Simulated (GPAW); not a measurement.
Zr:

```
Zr
1.0
     3.23200    0.00000    0.00000
    -1.61600    2.79899    0.00000
     0.00000    0.00000    5.14700
Zr
2
Direct
  0.66667 0.33333 0.75000
  0.33333 0.66667 0.25000
```

```yaml
Program: GPAW 26.7.0
Task: relaxation of cell and atoms
Functional: revPBE
Potentials_or_basis: the program's PAW data sets (release 1.2.1) made for this functional
Cutoff: 600 eV
Basis: pw
k_mesh: 7 × 7 × 4
Occupations: fermi-dirac, width 0.05 eV
Spin: no spin polarisation
```

At the start: pressure 1.9 GPa; volume 23.28 Å³/atom.

Question: Where does the relaxation end?

Answer: Over 3 steps the energy falls by 3.0 meV/atom and the volume is 23.75 Å³/atom (+2.0 %); space group P6_3/mmc (No. 194, to 0.05 Å).

The path:
```csv
step,energy change (eV),largest force (eV/Å),pressure (GPa),volume (Å³)
1,0.0000,0.0000,1.88,46.56
2,-0.0029,0.0000,1.32,46.84
3,-0.0061,0.0000,0.02,47.50
```

Final structure:
```xyz
2
Lattice="3.2541 0.0000 0.0000 -1.6270 2.8181 0.0000 0.0000 0.0000 5.1797" Properties=species:S:1:pos:R:3 pbc="T T T"
Zr    1.6270    0.9394    3.8848
Zr    0.0000    1.8787    1.2949
```

Caveat: later steps reuse the first step's grids.
